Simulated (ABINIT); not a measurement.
The system is CsSnBr3.

```xyz
5
Lattice="5.8390 0.0000 0.0000 0.0000 5.8390 0.0000 0.0000 0.0000 5.8390" Properties=species:S:1:pos:R:3 pbc="T T T"
Cs    0.0000    0.0000    0.0000
Sn    2.9195    2.9195    2.9195
Br    0.0000    2.9195    2.9195
Br    2.9195    2.9195    0.0000
Br    2.9195    0.0000    2.9195
```

The cell is a database's computed one.

Base run:

- Program: ABINIT 10.8.3 (patched build)
- Functional: HCTH407
- Potentials or basis: JTH PAW PBE v2.0
- Cutoff: 544 eV
- k mesh: 5 × 5 × 5
- Occupations: fermi-dirac, width 0.05 eV
- Spin: no spin polarisation

Its results: band gap on the k mesh 2.06 eV, direct.

The run is repeated on the same cell with these changes: functional from HCTH407 to revPBE. What comes out?

Band gap on the k mesh 1.90 eV, direct.

Caveats: spin-orbit coupling is left out, which moves the levels of the heavy elements; an odd mesh through Γ misses points on the zone boundary, where band edges often lie.
